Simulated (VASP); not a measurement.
# Bi4Te3 (Pilsenite) (R-3m) in VASP: further runs

The runs below take Bi4Te3 (Pilsenite) through relaxation of cell and atoms, with PBE.

Everything below comes from runs of VASP 6.6.1. Logs are shortened: lines on timing, memory, paths and dates and some standing lists are left out, and cuts for length are marked.

**1. The structure**

Symmetry: R-3m, No. 166, trigonal system. Conventional cell: a = 4.451 Å, b = 4.451 Å, c = 41.888 Å, α = 90.00°, β = 90.00°, γ = 120.00°. Around Bi (site symmetry 3m) lie 6 Te at 3.12 to 3.33 Å. Bi (site symmetry 3m) has 3 Bi at 3.10 Å and 3 Te at 3.40 Å as nearest neighbours. Te (site symmetry -3m) has 6 Bi at 3.33 Å as nearest neighbours. Te (site symmetry 3m) is surrounded by 6 Bi at 3.12 to 3.40 Å.

**2. Relaxation of cell and atoms, PBE**

Contents of INCAR:

```
SYSTEM = Bi4Te3
ALGO = Normal
EDIFF = 1E-6
EDIFFG = -0.01
ENCUT = 300
GGA = PE
IBRION = 2
ISIF = 3
ISMEAR = 0
KPAR = 2
LASPH = .True.
LCHARG = .False.
LREAL = .False.
LWAVE = .False.
NELM = 80
NSW = 90
PREC = Accurate
SIGMA = 0.03
```

Contents of KPOINTS:

```
k-points
0
Gamma
  5 5 5
  0 0 0
```

Contents of POSCAR:

```
Bi4Te3
1.0
    2.2255000000      1.2848930241     13.9626666667
   -2.2255000000      1.2848930241     13.9626666667
    0.0000000000     -2.5697860482     13.9626666667
Bi Te
4 3
Direct
    0.7171666667      0.7171666667      0.7171666667
    0.2828333333      0.2828333333      0.2828333333
    0.1460000000      0.1460000000      0.1460000000
    0.8540000000      0.8540000000      0.8540000000
    0.0000000000      0.0000000000      0.0000000000
    0.4260333333      0.4260333333      0.4260333333
    0.5739666667      0.5739666667      0.5739666667
```

Potentials or basis: VASP PAW PBE potentials, release 64 (Bi, Te).

Started as:

```bash
> cat potpaw_PBE.64/Bi/POTCAR potpaw_PBE.64/Te/POTCAR > POTCAR
> mpirun -np 2 vasp_std > vasp.out
```

OUTCAR:

```text
SYSTEM = Bi4Te3
   EDIFF = 1E-6
   EDIFFG = -0.01
   ENCUT = 300
   GGA = PE
   IBRION = 2
   ISIF = 3
   ISMEAR = 0
   LASPH = .True.
   LREAL = .False.
   NELM = 80
   NSW = 90
   PREC = Accurate

 ion  position               nearest neighbor table
   1  0.717  0.717  0.717-   6 3.12   6 3.12   6 3.12   5 3.33   5 3.33   5 3.33
   2  0.283  0.283  0.283-   7 3.12   7 3.12   7 3.12   5 3.33   5 3.33   5 3.33
   3  0.146  0.146  0.146-   4 3.10   4 3.10   4 3.10   6 3.40   6 3.40   6 3.40
   4  0.854  0.854  0.854-   3 3.10   3 3.10   3 3.10   7 3.40   7 3.40   7 3.40
   5  0.000  0.000  0.000-   1 3.33   1 3.33   2 3.33   2 3.33   1 3.33   2 3.33
   6  0.426  0.426  0.426-   1 3.12   1 3.12   1 3.12   3 3.40   3 3.40   3 3.40
   7  0.574  0.574  0.574-   2 3.12   2 3.12   2 3.12   4 3.40   4 3.40   4 3.40

  LATTYP: Found a trigonal (rhomboedric) cell.
 ALAT       =    14.1971779160
 COS(alpha) =     0.9508547959

  Lattice vectors:

 A1 = (   2.2255000000,   1.2848930241,  13.9626666667)
 A2 = (  -2.2255000000,   1.2848930241,  13.9626666667)
 A3 = (   0.0000000000,  -2.5697860482,  13.9626666667)

Analysis of symmetry for initial positions (statically):
=====================================================================
 Subroutine PRICEL returns:
 Original cell was already a primitive cell.

 Routine SETGRP: Setting up the symmetry group for a
 trigonal (rhombohedral) supercell.

 Subroutine GETGRP returns: Found 12 space group operations
 (whereof 12 operations were pure point group operations)
 out of a pool of 12 trial point group operations.

The static configuration has the point symmetry D_3d.

Analysis of symmetry for dynamics (positions and initial velocities):
=====================================================================
 Subroutine PRICEL returns:
 Original cell was already a primitive cell.

 Routine SETGRP: Setting up the symmetry group for a
 trigonal (rhombohedral) supercell.

 Subroutine GETGRP returns: Found 12 space group operations
 (whereof 12 operations were pure point group operations)
 out of a pool of 12 trial point group operations.

The dynamic configuration has the point symmetry D_3d.

 Subroutine INISYM returns: Found 12 space group operations
 (whereof 12 operations are pure point group operations),
 and found     1 'primitive' translations

----------------------------------------------------------------------------------------

                                     Primitive cell

  volume of cell :     239.5599

  direct lattice vectors                    reciprocal lattice vectors
     2.225500000  1.284893024 13.962666667     0.224668614  0.129712485  0.023873186
    -2.225500000  1.284893024 13.962666667    -0.224668614  0.129712485  0.023873186
     0.000000000 -2.569786048 13.962666667     0.000000000 -0.259424969  0.023873186

  length of vectors
    14.197177916 14.197177916 14.197177916     0.260521100  0.260521100  0.260521100

  position of ions in fractional coordinates (direct lattice)
     0.717166667  0.717166667  0.717166667
     0.282833333  0.282833333  0.282833333
     0.146000000  0.146000000  0.146000000
     0.854000000  0.854000000  0.854000000
     0.000000000  0.000000000  0.000000000
     0.426033333  0.426033333  0.426033333
     0.573966667  0.573966667  0.573966667

  ion indices of the primitive-cell ions
   primitive index   ion index
                 1           1
                 2           2
                 3           3
                 4           4
                 5           5
                 6           6
                 7           7

----------------------------------------------------------------------------------------

 KPOINTS: k-points

Automatic generation of k-mesh.
 Grid dimensions read from file:
 generate k-points for:    5    5    5

 Generating k-lattice:

  Cartesian coordinates                     Fractional coordinates (reciprocal lattice)
     0.044933723  0.025942497  0.004774637     0.200000000  0.000000000  0.000000000
    -0.044933723  0.025942497  0.004774637     0.000000000  0.200000000  0.000000000
     0.000000000 -0.051884994  0.004774637     0.000000000  0.000000000  0.200000000

  Length of vectors
     0.052104220  0.052104220  0.052104220

  Shift w.r.t. Gamma in fractional coordinates (k-lattice)
     0.000000000  0.000000000  0.000000000

 Subroutine IBZKPT returns following result:
 ===========================================

 Found     19 irreducible k-points:

 Following reciprocal coordinates:
            Coordinates               Weight
  0.000000  0.000000  0.000000      1.000000
  0.200000  0.000000  0.000000      6.000000
  0.400000  0.000000  0.000000      6.000000
  0.200000  0.200000  0.000000      6.000000
  0.400000  0.200000  0.000000     12.000000
 -0.400000  0.200000  0.000000     12.000000
[... 11 lines left out ...]
  0.400000  0.400000  0.400000      2.000000
 -0.400000  0.400000  0.400000      6.000000
   k-points           NKPTS =     19   k-points in BZ     NKDIM =     19   number of bands    NBANDS=     23
   number of dos      NEDOS =    301   number of ions     NIONS =      7
   total plane-waves  NPLWV = 512000
   dimension x,y,z NGX =    80 NGY =   80 NGZ =   80
   dimension x,y,z NGXF=   160 NGYF=  160 NGZF=  160
   ions per type =               4   3
   NGX,Y,Z   is equivalent  to a cutoff of   9.37,  9.37,  9.37 a.u.
   NGXF,Y,Z  is equivalent  to a cutoff of  18.74, 18.74, 18.74 a.u.
 SYSTEM =  Bi4Te3
   PREC   = accura    normal or accurate (medium, high low for compatibility)
   ISTART =      0    job   : 0-new  1-cont  2-samecut
   ICHARG =      2    charge: 1-file 2-atom 10-const
   ISPIN  =      1    spin polarized calculation?
   LNONCOLLINEAR =      F non collinear calculations
   LSORBIT =      F    spin-orbit coupling
   LASPH  =      T    aspherical Exc in radial PAW
   ENCUT  =  300.0 eV  22.05 Ry    4.70 a.u.  20.05 20.05 20.05*2*pi/ulx,y,z
   NELM   =     80;   NELMIN=  2; NELMDL= -5     # of ELM steps
   EDIFF  = 0.1E-05   stopping-criterion for ELM
   LREAL  =      F    real-space projection
   EDIFFG = -.1E-01   stopping-criterion for IOM
   NSW    =     90    number of steps for IOM
   IBRION =      2    ionic relax: 0-MD 1-quasi-New 2-CG
   NFREE  =      1    steps in history (QN), initial steepest desc. (CG)
   ISIF   =      3    stress and relaxation
   ISYM   =      2    0-nonsym 1-usesym 2-fastsym
   POTIM  = 0.5000    time-step for ionic-motion
   TEBEG  =    0.0;   TEEND  =   0.0 temperature during run
   PSTRESS=    0.0 pullay stress
   NELECT =      38.0000    total number of electrons
   NUPDOWN=      -1.0000    fix difference up-down
   EMIN   =  10.00;   EMAX   =-10.00  energy-range for DOS
   EFERMI =   0.00;   METHOD = LEGACY
   ISMEAR =     0;   SIGMA  =   0.03  broadening in eV -4-tet -1-fermi 0-gaus
   EFERMI_NEDOS =   21; number of points for ismear=-14 and -15
   IALGO  =     38    algorithm
   IMIX   =      4    mixing-type and parameters
     AMIX     =   0.40;   BMIX     =  1.00
     AMIX_MAG =   1.60;   BMIX_MAG =  1.00
  volume/ion in A,a.u.               =      34.22       230.95
  Fermi-wavevector in a.u.,A,eV,Ry     =   0.886199  1.674673 10.685319  0.785349
  Thomas-Fermi vector in A             =   2.007334
   LORBIT       =      0    0 simple, 1 ext, 2 COOP (PROOUT), +10 PAW based schemes
   GGA     = PE    functional components
   LHFCALC =     F    Hartree Fock is set to
   AEXX    =    0.0000 exact exchange contribution
   IVDW    =     0    specifies the selected vdW correction
   LEPSILON=     F    determine dielectric tensor
   LRPA    =     F    only Hartree local field effects (RPA)
 conjugate gradient relaxation of ions
 non-spin polarized calculation
 Gauss-broadening in eV      SIGMA  =   0.03
  energy-cutoff  :      300.00
  volume of cell :      239.56
 maximum number of plane-waves:      2851
   NGX = 41   NGY = 41   NGZ = 41

--------------------------------------- Ionic step        1  -------------------------------------------

 number of electron      37.9999997 magnetization

 Free energy of the ion-electron system (eV)
  ---------------------------------------------------
  ext. energy  EPLUGINS =         0.00000000
  ---------------------------------------------------
  free energy    TOTEN  =       -26.00622511 eV

  energy without entropy =      -26.00622511  energy(sigma->0) =      -26.00622511

------------------------ aborting loop because EDIFF is reached ----------------------------------------

  FORCE on cell =-STRESS in cart. coord.  units (eV):
  Direction    XX          YY          ZZ          XY          YZ          ZX
  --------------------------------------------------------------------------------------
  -------------------------------------------------------------------------------------
  Total        1.7585009      1.7585009      0.6058517     -0.0000000      0.0000000      0.0000000
  in kB       11.7608577     11.7608577      4.0519374     -0.0000000      0.0000000      0.0000000
  external PRESSURE =       9.1912176 kB  Pullay stress =       0.0000000 kB
[... 104 lines left out ...]
  FREE ENERGIE OF THE ION-ELECTRON SYSTEM (eV)
  ---------------------------------------------------
  free  energy   TOTEN  =       -26.0594010434 eV

  energy  without entropy=      -26.0594010434  energy(sigma->0) =      -26.05940104

 E-fermi :   5.4809     XC(G=0):  -9.1520

 val. band max:        5.3032208479   @ k =   0.4000   0.2000   0.2000
 cond. band min:       5.6225542273   @ k =   0.4000   0.2000   0.2000
 fundamental gap:      0.3193333793
 Fermi energy:         5.4809424427

 k-point     1 :       0.0000    0.0000    0.0000
  band No.  band energies     occupation
      1      -7.8265      2.00000
      2      -7.4037      2.00000
      3      -6.9973      2.00000
      4      -5.6380      2.00000
      5      -4.5345      2.00000
      6      -3.1598      2.00000
[... 483 lines left out ...]
     22       6.6189      0.00000
     23       7.0040      0.00000

[... ionic steps 4 to 11 ...]

--------------------------------------- Ionic step       12  -------------------------------------------

 number of electron      37.9999993 magnetization

------------------------ aborting loop because EDIFF is reached ----------------------------------------

  FORCE on cell =-STRESS in cart. coord.  units (eV):
  Direction    XX          YY          ZZ          XY          YZ          ZX
  --------------------------------------------------------------------------------------
  -------------------------------------------------------------------------------------
  Total       -0.2505915     -0.2505915     -0.1881733      0.0000000      0.0000000      0.0000000
  in kB       -1.5963119     -1.5963119     -1.1986970      0.0000000      0.0000000      0.0000000
  external PRESSURE =      -1.4637736 kB  Pullay stress =       0.0000000 kB
[... 67 lines left out ...]
  energy  without entropy=      -26.1687203840  energy(sigma->0) =      -26.16872038

--------------------------------------- Ionic step       14  -------------------------------------------

 number of electron      37.9999994 magnetization

 Free energy of the ion-electron system (eV)
  ---------------------------------------------------
  ext. energy  EPLUGINS =         0.00000000
  ---------------------------------------------------
  free energy    TOTEN  =       -26.16912371 eV

  energy without entropy =      -26.16912371  energy(sigma->0) =      -26.16912371

 E-fermi :   5.3598     XC(G=0):  -9.0914

 val. band max:        5.1948416947   @ k =   0.4000   0.2000   0.2000
 cond. band min:       5.5439744448   @ k =  -0.4000  -0.4000   0.2000
 fundamental gap:      0.3491327500
 Fermi energy:         5.3598092593

 k-point     1 :       0.0000    0.0000    0.0000
  band No.  band energies     occupation
      1      -8.0220      2.00000
      2      -7.5443      2.00000
      3      -6.9915      2.00000
      4      -5.8509      2.00000
      5      -4.5727      2.00000
      6      -3.2210      2.00000
[... 517 lines left out ...]
  FREE ENERGIE OF THE ION-ELECTRON SYSTEM (eV)
  ---------------------------------------------------
  free  energy   TOTEN  =       -26.1691237055 eV

  energy  without entropy=      -26.1691237055  energy(sigma->0) =      -26.16912371

 reached required accuracy - stopping structural energy minimisation
```

Run time: 34 min. Hardware: 2 MPI ranks of Intel Xeon Platinum 8488C (Sapphire Rapids), shared host; peak memory 1 GiB.

Results:

```
Free energy                            : -26.1691 eV
Relaxed volume                         : 35.85 Å³/atom
Relaxed cell                           : a = 14.477 Å, b = 14.477 Å, c = 14.477 Å, α = 17.92°, β = 17.92°, γ = 17.92°
Space group after relaxing (to 0.05 Å) : R-3m (No. 166)
Energy gained by relaxing              : 23.3 meV/atom
Ionic steps                            : 14
Pressure after relaxing                : 0.0 GPa
Largest force after relaxing           : 0.004 eV/Å
Band gap on the k mesh                 : 0.35 eV, indirect (least direct gap 0.36 eV)
```

Forces in eV/Å, atoms in the order of the input:
```
Bi   0.000  0.000 -0.003
Bi   0.000  0.000  0.003
Bi   0.000  0.000 -0.004
Bi   0.000  0.000  0.004
Te   0.000  0.000  0.000
Te   0.000  0.000 -0.003
Te   0.000  0.000  0.003
```

The path:
| step | energy change (eV) | largest force (eV/Å) | pressure (GPa) | volume (Å³) |
| --- | --- | --- | --- | --- |
| 1 | 0.0000 | 0.4077 | 0.92 | 239.56 |
| 2 | -0.0493 | 0.4439 | -0.30 | 246.43 |
| 3 | -0.0532 | 0.4590 | -0.73 | 249.16 |
| 4 | -0.0906 | 0.3279 | -0.33 | 248.37 |
| 5 | -0.1025 | 0.2833 | 0.10 | 247.57 |
| 6 | -0.1195 | 0.2192 | 0.06 | 248.10 |
| 7 | -0.1501 | 0.1579 | -0.03 | 249.72 |
| 8 | -0.1227 | 0.3990 | -0.04 | 252.94 |
| 9 | -0.1541 | 0.1497 | -0.05 | 250.59 |
| 10 | -0.1618 | 0.0298 | 0.06 | 250.15 |
| 11 | -0.1620 | 0.0323 | 0.08 | 250.06 |
| 12 | -0.1623 | 0.0348 | -0.15 | 251.51 |
| 13 | -0.1625 | 0.0325 | -0.06 | 250.97 |
| 14 | -0.1629 | 0.0043 | 0.01 | 250.92 |

Final structure:
```
Bi Te
1.0
     2.25528    1.30209   14.24096
    -2.25528    1.30209   14.24096
     0.00000   -2.60417   14.24096
Bi Te
4 3
Cartesian
  0.0000 0.0000 30.4939
  0.0000 0.0000 12.2290
  0.0000 0.0000 6.2912
  0.0000 0.0000 36.4317
  0.0000 0.0000 42.7229
  0.0000 0.0000 17.9564
  0.0000 0.0000 24.7665
```

Levels at points of the mesh, in eV from the valence-band top:
| k point | band 15 | band 16 | band 17 | band 18 | band 19 | band 20 | band 21 | band 22 | band 23 |
| --- | --- | --- | --- | --- | --- | --- | --- | --- | --- |
| (0.00, 0.00, 0.00) | -1.35 | -1.35 | -0.44 | -0.44 | -0.26 | 0.62 | 0.62 | 0.89 | 0.95 |

Caveat: spin-orbit coupling is left out, which as a rule narrows the gap of such compounds by several tenths of an eV; an odd mesh through Γ misses points on the zone boundary, where band edges often lie. PBE gaps usually lie below the measured ones, often by a third to a half.

**3. Relaxation of cell and atoms, PBE**

This run uses another cell than the first one, of 35.85 Å³/atom, 1.047 times its volume.

INCAR: that of step 2 with these lines changed.

```diff
@@ -2,4 +2,4 @@
 ALGO = Normal
-EDIFF = 1E-6
-EDIFFG = -0.01
+EDIFF = 1E-7
+EDIFFG = -0.005
 ENCUT = 300
```

KPOINTS is that of step 2.

Contents of POSCAR:

```
Bi4Te3                                  
1.0
    2.2552798122      1.3020864067     14.2409570715
   -2.2552798122      1.3020864067     14.2409570715
    0.0000000000     -2.6041728134     14.2409570715
  Bi              Te            
     4     3
Direct
     0.7137601453492803    0.7137601453492803    0.7137601453492803
     0.2862398546507197    0.2862398546507197    0.2862398546507197
     0.1472556687971105    0.1472556687971105    0.1472556687971105
     0.8527443312028894    0.8527443312028894    0.8527443312028894
     1.0000000000000000    1.0000000000000000    1.0000000000000000
     0.4202997789616252    0.4202997789616252    0.4202997789616252
     0.5797002210383749    0.5797002210383749    0.5797002210383749
```

Potentials or basis: VASP PAW PBE potentials, release 64 (Bi, Te).

Started as:

```bash
> cat potpaw_PBE.64/Bi/POTCAR potpaw_PBE.64/Te/POTCAR > POTCAR
> mpirun -np 2 vasp_std > vasp.out
```

It took 7.1 min on 2 MPI ranks of Intel Xeon Platinum 8488C (Sapphire Rapids), shared host; peak memory 1 GiB.

It converged, with:

* Free energy: -26.1695 eV
* Pressure after relaxing: 0.0 GPa
* Largest force after relaxing: 0.004 eV/Å
* Band gap on the k mesh: 0.35 eV, indirect (least direct gap 0.36 eV)

Forces in eV/Å, atoms in the order of the input:
```
Bi   0.000  0.000 -0.003
Bi   0.000  0.000  0.003
Bi   0.000  0.000 -0.004
Bi   0.000  0.000  0.004
Te   0.000  0.000  0.000
Te   0.000  0.000 -0.003
Te   0.000  0.000  0.003
```

Final structure:
```cif
data_structure
_symmetry_space_group_name_H-M 'P 1'
_symmetry_Int_Tables_number 1
_cell_length_a 14.4771
_cell_length_b 14.4771
_cell_length_c 14.4771
_cell_angle_alpha 17.924
_cell_angle_beta 17.924
_cell_angle_gamma 17.924
_cell_volume 250.92
loop_
_atom_site_label
_atom_site_type_symbol
_atom_site_fract_x
_atom_site_fract_y
_atom_site_fract_z
_atom_site_occupancy
Bi1 Bi 0.71376 0.71376 0.71376 1
Bi2 Bi 0.28624 0.28624 0.28624 1
Bi3 Bi 0.14726 0.14726 0.14726 1
Bi4 Bi 0.85274 0.85274 0.85274 1
Te1 Te 0.00000 0.00000 0.00000 1
Te2 Te 0.42030 0.42030 0.42030 1
Te3 Te 0.57970 0.57970 0.57970 1
```

Levels at points of the mesh, in eV from the valence-band top:
```csv
k point,band 15,band 16,band 17,band 18,band 19,band 20,band 21,band 22,band 23
"(0.00, 0.00, 0.00)",-1.35,-1.35,-0.44,-0.44,-0.26,0.62,0.62,0.89,0.95
```

Caveat: the relaxation stopped at its first step, so nothing moved; spin-orbit coupling is left out, which as a rule narrows the gap of such compounds by several tenths of an eV; an odd mesh through Γ misses points on the zone boundary, where band edges often lie.
